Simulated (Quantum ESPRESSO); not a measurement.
Runs of Quantum ESPRESSO 7.5 on ZrB2. The structure is hexagonal, space group P6/mmm (No. 191). Conventional cell: a = 3.170 Å, b = 3.170 Å, c = 3.533 Å, α = 90.00°, β = 90.00°, γ = 120.00°. Zr (site symmetry 6/mmm) has 12 B at 2.54 Å as nearest neighbours. Around B (site symmetry -6m2) lie 3 B at 1.83 Å. 

```csv
task,level,potentials or basis,cell,form of the LDA correlation,most ionic steps,forc conv thr,etot conv thr,ion dynamics,gap on the mesh (eV),pressure (GPa)
band structure,PBEsol,PseudoDojo 0.4.1 SR PBEsol standard,as given,-,-,-,-,-,none,-3.7
relaxation of cell and atoms,LDA,PseudoDojo 0.4.1 SR LDA standard,relaxed to 0.3 kbar,PW92,40,0.0004 Ry/bohr,1e-05 Ry,bfgs,none,0.0
relaxation of cell and atoms,PBEsol,PseudoDojo 0.4.1 SR PBEsol standard,relaxed to 0.3 kbar,-,40,0.0004 Ry/bohr,1e-05 Ry,bfgs,none,0.0
band structure,LDA,PseudoDojo 0.4.1 SR LDA standard,as given,PW92,-,-,-,-,none,(a)
```

Alike in all rows: no spin polarisation; k mesh 10 × 10 × 8; cutoff (eV) 1034; smearing fermi-dirac 0.05 eV.

Problem. Estimate the missing entries.

Solution. (a) -8.6.

A k mesh can miss the band edges, and the runs leave out spin-orbit coupling on Zr.

A gap of «none» marks a metal or a gap under the smearing width.

Runs at the PBE level aren't shown here.
